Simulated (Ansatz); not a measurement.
# La: pressure and energy change per atom against volume scale

Results calculated with Ansatz 0.2.0, not measured. Plane-wave DFT, scalar-relativistic PAW made under PBE with cores redone for the functional, no dispersion; the given relaxed cell is scaled uniformly, energy at zero smearing counts from the unscaled cell, pressure at the given Fermi-Dirac smearing is positive in compression.

The cell before it is scaled or strained (space group Pm-3m, No. 221):
```
CELL_PARAMETERS angstrom
3.32690 0.00000 0.00000
0.00000 3.32690 0.00000
0.00000 0.00000 3.32690
ATOMIC_POSITIONS crystal
La 0.00000 0.00000 0.00000
```

Settings of every row: spin polarised no; functional PBE; wave cutoff 420 eV; smearing width 0.1 eV; k mesh 16x16x16.

Atom starting moment: 0 on all atoms.

Limits: the cell comes from a prototype or a list of computed structures and needn't be the stable phase.

| row | volume scale | V (Å³/atom) | pressure (GPa) | energy change per atom (meV) |
| --- | --- | --- | --- | --- |
| 1 | 0.88 | 32.404 | 3.75 | 43.06 |
| 2 | 0.92 | 33.877 | 2.26 | 16.86 |
| 3 | 0.96 | 35.35 | 1.02 | 3.25 |
| 4 | 1.04 | 38.296 | -0.85 | 5.36 |
| 5 | 1.08 | 39.769 | ? | ? |
| 6 | 1.12 | 41.242 | -2.15 | 36.45 |

Question: what pressure and energy change per atom should row 5 give?

Worked fit of pressure. Take u = (V_r/V)^(2/3) − 1 with V_r = 35.35 Å³ an atom, which is twice the finite (Eulerian) strain; such expansions in the strain, on which the Birch-Murnaghan equation of state is built, carry the rest volume and the bulk modulus. The shown rows have u = 0.05973, 0.02878, 0, -0.05197, -0.09767. Least squares give pressure = 1.026 + 40.59 × u + 83 × u² GPa; a straight line predicts inner rows, each left out in turn, worse (root mean square 0.24 against 0.012 GPa). The rows lie off it by 0.00, 0.00, -0.01, 0.01, 0.00. The pressure vanishes at u = -0.0267, or V = 36.82 Å³ an atom, and there the bulk modulus at fixed shape and fractions is B = −V dP/dV = (2/3)(1 + u) dP/du = 23.5 GPa. The withheld row has u = -0.07552, so the fit gives 1.026 + 40.59 × (-0.07552) + 83 × (-0.07552)² = -1.57 GPa.

The calculation gave -1.56 GPa. The fit lies 0.01 GPa (0.17 % of the column's range) below it, one unit of the last digit.

Worked fit of energy change per atom. Take u = (V_r/V)^(2/3) − 1 with V_r = 35.35 Å³ an atom, which is twice the finite (Eulerian) strain; such expansions in the strain, on which the Birch-Murnaghan equation of state is built, carry the rest volume and the bulk modulus. The shown rows have u = 0.05973, 0.02878, 0, -0.05197, -0.09767. Least squares give energy change per atom = 3.152 + 286.73 × u + 6416.7 × u² meV; a straight line predicts inner rows, each left out in turn, worse (root mean square 18 against 0.28 meV). The rows lie off it by -0.11, 0.14, 0.10, -0.22, 0.09 (root mean square 0.14 meV). The withheld row has u = -0.07552, so the fit gives 3.152 + 286.73 × (-0.07552) + 6416.7 × (-0.07552)² = 18.09 meV.

The calculation gave 17.9 meV. The fit lies 0.19 meV (1.1 % of the value, 0.48 % of the column's range) above it; its largest miss of a shown row is 0.22 meV.
